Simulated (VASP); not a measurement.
**ZrB2: Zr into a neighbouring Zr vacancy**

Wanted: the minimum-energy path in ZrB2 for this move: Zr into a neighbouring Zr vacancy. The start is a cell from a database of measured crystal structures.

Program: VASP 6.6.1. Level of theory: PBE; plane waves and PAW (Zr_sv, B). Results are calculated unless marked as measured.

## (1) The host crystal

The structure is hexagonal, space group P6/mmm (No. 191). Conventional cell: a = 3.170 Å, b = 3.170 Å, c = 3.533 Å, α = 90.00°, β = 90.00°, γ = 120.00°. Nearest to Zr lie 12 B at 2.54 Å. B has 3 B at 1.83 Å and 6 Zr at 2.54 Å nearest. Farther neighbours are not listed.

Structure file:

```cif
data_structure
_symmetry_space_group_name_H-M 'P6/mmm'
_symmetry_Int_Tables_number 191
_cell_length_a 3.1700
_cell_length_b 3.1700
_cell_length_c 3.5330
_cell_angle_alpha 90.000
_cell_angle_beta 90.000
_cell_angle_gamma 120.000
_cell_volume 30.75
loop_
_atom_site_label
_atom_site_type_symbol
_atom_site_symmetry_multiplicity
_atom_site_Wyckoff_symbol
_atom_site_fract_x
_atom_site_fract_y
_atom_site_fract_z
_atom_site_occupancy
Zr1 Zr 1 a 0.00000 0.00000 0.00000 1
B1 B 2 d 0.66667 0.33333 0.50000 1
```

## (2) Relax the host

The later steps need the crystal at this functional's own lattice; a raised cutoff keeps the stress reliable while the cell changes.

Input file INCAR:

```
SYSTEM = ZrB2
PREC = Accurate
ENCUT = 420
EDIFF = 1E-06
NELM = 120
ISMEAR = 0
SIGMA = 0.1
LREAL = .FALSE.
ALGO = Normal
GGA = PE
NBANDS = 15
LASPH = .TRUE.
LORBIT = 11
LWAVE = .FALSE.
LCHARG = .FALSE.
KPAR = 5
IBRION = 2
NSW = 40
ISIF = 3
EDIFFG = -0.02
POTIM = 0.4
```

Input file POSCAR:

```
ZrB2
1.0
    3.1700000000      0.0000000000      0.0000000000
   -1.5850000000      2.7453005300      0.0000000000
    0.0000000000      0.0000000000      3.5330000000
Zr B
1 2
Direct
    0.0000000000      0.0000000000      0.0000000000
    0.6666666667      0.3333333333      0.5000000000
    0.3333333333      0.6666666667      0.5000000000
```

Input file KPOINTS:

```
Automatic mesh
0
Gamma
7 7 5
0 0 0
```

PAW data sets: Zr_sv and B (PBE family, release 64).

Run with:

```sh
> mpirun -np 5 vasp_std
```

What it wrote:

```text
[banner, memory and clock lines left out]
running    5 mpi-ranks, on    1 nodes
 distrk:  each k-point on    1 cores,    5 groups
 distr:  one band on    1 cores,    1 groups

 POSCAR found type information on POSCAR ZrB
 POSCAR found :  2 types and       3 ions
|                                                                             |
|           W    W    AA    RRRRR   N    N  II  N    N   GGGG   !!!           |
|           W    W   A  A   R    R  NN   N  II  NN   N  G    G  !!!           |
|           W    W  A    A  R    R  N N  N  II  N N  N  G       !!!           |
|           W WW W  AAAAAA  RRRRR   N  N N  II  N  N N  G  GGG   !            |
|           WW  WW  A    A  R   R   N   NN  II  N   NN  G    G                |
|           W    W  A    A  R    R  N    N  II  N    N   GGGG   !!!           |
|                                                                             |
|     For optimal performance we recommend to set                             |
|       NCORE = 2 up to number-of-cores-per-socket                            |
|     NCORE specifies how many cores store one orbital (NPAR=cpu/NCORE).      |
|     This setting can greatly improve the performance of VASP for DFT.       |
|     The default, NCORE=1 might be grossly inefficient on modern             |
|     multi-core architectures or massively parallel machines. Do your        |
|     Unfortunately you need to use the default for GW and RPA                |
|     calculations (for HF NCORE is supported but not extensively tested      |
|     yet).                                                                   |
|                                                                             |

 LDA part: xc-table for (Slater+PW92), standard interpolation
 POSCAR, INCAR and KPOINTS ok, starting setup
 FFT: planning ... GRIDC
 FFT: planning ... GRID_SOFT
 FFT: planning ... GRID
 WAVECAR not read
 entering main loop
       N       E                     dE             d eps       ncg     rms          rms(c)
DAV:   1     0.852517886462E+02    0.85252E+02   -0.84942E+03   720   0.101E+03
DAV:   2    -0.239955902736E+02   -0.10925E+03   -0.10489E+03   902   0.273E+02
DAV:   3    -0.275775821673E+02   -0.35820E+01   -0.35661E+01  1161   0.425E+01
DAV:   4    -0.276290880216E+02   -0.51506E-01   -0.51490E-01   816   0.474E+00
DAV:   5    -0.276298966309E+02   -0.80861E-03   -0.80859E-03  1129   0.460E-01    0.215E+01
DAV:   6    -0.249877989319E+02    0.26421E+01   -0.62297E+00   881   0.171E+01    0.868E+00
DAV:   7    -0.249489978457E+02    0.38801E-01   -0.69336E-01  1049   0.527E+00    0.315E+00
DAV:   8    -0.249518998923E+02   -0.29020E-02   -0.96918E-02   848   0.263E+00    0.535E-01
DAV:   9    -0.249475672976E+02    0.43326E-02   -0.22594E-02   913   0.114E+00    0.196E-01
DAV:  10    -0.249472647909E+02    0.30251E-03   -0.15169E-03   834   0.357E-01    0.419E-02
DAV:  11    -0.249472748615E+02   -0.10071E-04   -0.61986E-05   990   0.758E-02    0.144E-02
DAV:  12    -0.249472727485E+02    0.21130E-05   -0.50520E-06   903   0.150E-02    0.415E-03
DAV:  13    -0.249472727438E+02    0.47226E-08   -0.36763E-07   381   0.567E-03
   1 F= -.24947273E+02 E0= -.24943613E+02  d E =-.249473E+02
 curvature:   0.00 expect dE= 0.000E+00 dE for cont linesearch  0.000E+00
 trial: gam= 0.00000 g(F)=  0.275E-51 g(S)=  0.175E-02 ort = 0.000E+00 (trialstep = 0.100E+01)
 search vector abs. value=  0.175E-02
 bond charge predicted
       N       E                     dE             d eps       ncg     rms          rms(c)
DAV:   1    -0.249543697549E+02   -0.70970E-02   -0.21949E-01   818   0.464E+00    0.106E+00
DAV:   2    -0.249480417173E+02    0.63280E-02   -0.18368E-02   804   0.141E+00    0.269E-01
DAV:   3    -0.249472590040E+02    0.78271E-03   -0.45847E-03  1102   0.492E-01    0.105E-01
DAV:   4    -0.249473726262E+02   -0.11362E-03   -0.21643E-04  1107   0.934E-02    0.551E-02
DAV:   5    -0.249474592528E+02   -0.86627E-04   -0.19557E-04  1102   0.789E-02    0.328E-02
DAV:   6    -0.249474645829E+02   -0.53301E-05   -0.65754E-06  1075   0.208E-02    0.116E-02
DAV:   7    -0.249474643700E+02    0.21292E-06   -0.14359E-06   631   0.102E-02
   2 F= -.24947464E+02 E0= -.24943780E+02  d E =-.191626E-03
 trial-energy change:   -0.000192  1 .order   -0.000210   -0.001750    0.001331
 step:   0.5594(harm=  0.5680)  dis= 0.00000  next Energy=   -24.947759 (dE=-0.486E-03)
 bond charge predicted
       N       E                     dE             d eps       ncg     rms          rms(c)
DAV:   1    -0.249491191124E+02   -0.16545E-02   -0.42787E-02   832   0.204E+00    0.467E-01
DAV:   2    -0.249478557673E+02    0.12633E-02   -0.34674E-03   797   0.615E-01    0.119E-01
DAV:   3    -0.249477045896E+02    0.15118E-03   -0.92170E-04  1109   0.220E-01    0.478E-02
DAV:   4    -0.249477328049E+02   -0.28215E-04   -0.41988E-05  1099   0.414E-02    0.242E-02
DAV:   5    -0.249477553167E+02   -0.22512E-04   -0.38337E-05  1110   0.352E-02    0.149E-02
DAV:   6    -0.249477583895E+02   -0.30728E-05   -0.11295E-06   767   0.924E-03    0.493E-03
DAV:   7    -0.249477592657E+02   -0.87613E-06   -0.41216E-07   437   0.531E-03
   3 F= -.24947759E+02 E0= -.24944086E+02  d E =-.486522E-03
 curvature:  -0.28 expect dE=-0.411E-05 dE for cont linesearch -0.138E-07
 trial: gam= 0.00299 g(F)=  0.177E-50 g(S)=  0.145E-04 ort = 0.923E-05 (trialstep = 0.912E+00)
 search vector abs. value=  0.145E-04
 reached required accuracy - stopping structural energy minimisation
```

It took 3.8 s on 5 MPI ranks of Intel Xeon 6975P-C (Granite Rapids), shared host; peak memory 0.66 GiB; 16 s of CPU time.

The logs omit lines about the potential files and the build; timing stands in the text.

OUTCAR, selected parts (step 2):

```text
ion  position               nearest neighbor table
   1  0.000  0.000  0.000-   2 2.54   3 2.54   2 2.54   3 2.54   2 2.54   2 2.54   3 2.54   3 2.54
                             2 2.54   2 2.54   3 2.54   3 2.54
   2  0.667  0.333  0.500-   3 1.83   3 1.83   3 1.83   1 2.54   1 2.54   1 2.54   1 2.54   1 2.54
                             1 2.54
   3  0.333  0.667  0.500-   2 1.83   2 1.83   2 1.83   1 2.54   1 2.54   1 2.54   1 2.54   1 2.54
                             1 2.54

  LATTYP: Found a hexagonal cell.
 ALAT       =     3.1700000000
 C/A-ratio  =     1.1145110410

 Subroutine GETGRP returns: Found 24 space group operations
 (whereof 24 operations were pure point group operations)

The static configuration has the point symmetry D_6h.

 Found     24 irreducible k-points:

   k-points           NKPTS =     24   k-points in BZ     NKDIM =     24   number of bands    NBANDS=     15

   dimension x,y,z NGX =    24 NGY =   24 NGZ =   24
   dimension x,y,z NGXF=    48 NGYF=   48 NGZF=   48

   ENCUT  =  420.0 eV  30.87 Ry    5.56 a.u.   5.30  5.30  5.90*2*pi/ulx,y,z

   NELECT =      18.0000    total number of electrons

 k-points in reciprocal lattice and weights: Automatic mesh
   0.00000000  0.00000000  0.00000000       0.004
   0.14285714  0.00000000  0.00000000       0.024
   0.28571429  0.00000000  0.00000000       0.024
   0.42857143  0.00000000  0.00000000       0.024
   0.14285714  0.14285714  0.00000000       0.024
   0.28571429  0.14285714  0.00000000       0.049
   0.42857143  0.14285714  0.00000000       0.024
   0.28571429  0.28571429  0.00000000       0.024
   0.00000000  0.00000000  0.20000000       0.008
[...]
0.42857143  0.14285714  0.40000000       0.049
   0.28571429  0.28571429  0.40000000       0.049

 average (electrostatic) potential at core
       1 -72.8956       2 -22.1059       3 -22.1059

 E-fermi :  10.1708

 k-point     1 :       0.0000    0.0000    0.0000
  band No.  band energies     occupation
    ...
      5      -2.2357      2.00000
      6       7.8549      2.00000
      7       7.8549      2.00000
      8       7.9038      2.00000
      9       8.1172      2.00000
     10      13.8580      0.00000
     11      13.8580      0.00000
     12      14.6297      0.00000
     13      14.6297      0.00000
     14      15.3043      0.00000
    ...

 k-point     2 :       0.1429    0.0000    0.0000
  band No.  band energies     occupation
    ...
      5      -1.8365      2.00000
      6       6.7888      2.00000
      7       7.7217      2.00000
      8       7.8456      2.00000
      9       8.2480      2.00000
     10      13.1179      0.00000
     11      13.6210      0.00000
     12      13.8386      0.00000
     13      14.3483      0.00000
     14      16.4789      0.00000
    ...

 k-point     3 :       0.2857    0.0000    0.0000
  band No.  band energies     occupation
    ...
      5      -0.7506      2.00000
      6       4.7887      2.00000
      7       7.0541      2.00000
      8       7.6782      2.00000
      9       8.4160      2.00000
     10      12.8140      0.00000
     11      13.1486      0.00000
     12      13.8037      0.00000
     13      14.1288      0.00000
     14      16.7480      0.00000
    ...

  Total       -0.0141262     -0.0141262      0.0269259      0.0000000     -0.0000000     -0.0000000
  in kB       -0.7327478     -0.7327478      1.3966877      0.0000000     -0.0000000     -0.0000000
  external PRESSURE =      -0.0229360 kB  Pullay stress =       0.0000000 kB

  energy-cutoff  :      420.00
  volume of cell :       30.89
      direct lattice vectors                 reciprocal lattice vectors
     3.174564145  0.000000000  0.000000000     0.315003873  0.181867571 -0.000000000
    -1.587282072  2.749253195 -0.000000000     0.000000000  0.363735141 -0.000000000
     0.000000000  0.000000000  3.539014669     0.000000000  0.000000000  0.282564525

 POSITION                                       TOTAL-FORCE (eV/Angst)
 -----------------------------------------------------------------------------------
      0.00000      0.00000      0.00000         0.000000     -0.000000     -0.000000
      1.58728      0.91642      1.76951         0.000000      0.000000      0.000000
     -0.00000      1.83284      1.76951        -0.000000     -0.000000     -0.000000
 -----------------------------------------------------------------------------------
    total drift:                               -0.000000      0.000000      0.000000

  FREE ENERGIE OF THE ION-ELECTRON SYSTEM (eV)
  ---------------------------------------------------
  free  energy   TOTEN  =       -24.9477592657 eV

  energy  without entropy=      -24.9404125567  energy(sigma->0) =      -24.94408591

 reached required accuracy - stopping structural energy minimisation

 total charge
# of ion       s       p       d       tot
------------------------------------------
    1        2.167   6.029   1.765   9.961
    2        0.664   1.235   0.000   1.899
    3        0.664   1.235   0.000   1.899
--------------------------------------------------
tot          3.495   8.499   1.765  13.760

[... 3 further parts left out ...]
```

The k-mesh is coarse for a metal. The run keeps the 24 symmetry operations of its start, so it cannot find a distortion of lower symmetry.

The steps of the relaxation:

```tsv
step	energy less that of the first step (eV)	largest force (eV/Å)	pressure (GPa)	volume (Å³)
1	0.0000	0.0000	1.11	30.75
2	-0.0002	0.0000	-0.85	31.00
3	-0.0005	0.0000	0.00	30.89
```

```tsv
conventional cell, symmetrised	before	after	change
a (Å)	3.170	3.175	+0.1 %
b (Å)	3.170	3.175	+0.1 %
c (Å)	3.533	3.539	+0.2 %
volume (Å³/atom)	10.25	10.30	+0.5 %
```

The relaxed structure:

```cif
data_structure
_symmetry_space_group_name_H-M 'P 1'
_symmetry_Int_Tables_number 1
_cell_length_a 3.1746
_cell_length_b 3.1746
_cell_length_c 3.5390
_cell_angle_alpha 90.000
_cell_angle_beta 90.000
_cell_angle_gamma 120.000
_cell_volume 30.89
loop_
_atom_site_label
_atom_site_type_symbol
_atom_site_fract_x
_atom_site_fract_y
_atom_site_fract_z
_atom_site_occupancy
Zr1 Zr 0.00000 0.00000 0.00000 1
B2 B 0.66667 0.33333 0.50000 1
B3 B 0.33333 0.66667 0.50000 1
```

This step gave:

| Quantity | Value |
| --- | --- |
| electronic cycles | 27 |
| electrons | 18 |
| free energy (TOTEN) | -24.95 eV |
| energy at zero smearing | -24.94 eV |
| Fermi energy | 10.17 eV |
| labelled metallic, from the levels on this mesh | yes |

The run ended after 3 ionic steps, 0.000 eV below its first step, once forces and stress met EDIFFG = -0.02.

(Continued in part 2 of 4.)

[Lines on the potential files, build, host, timing and source positions are cut from VASP's logs without a mark.]

[Logs are printed without paths, hosts, clocks, repeated set-up lines and the standing remarks that a program may print on its own settings, such as how far it seeks lower states.]

[Hosts, paths, dates, database ids (printed as entryN), source tags and the programs' standing remarks are cut or masked in the printed files.]

[Runs that stopped without an error message from VASP are left out.]
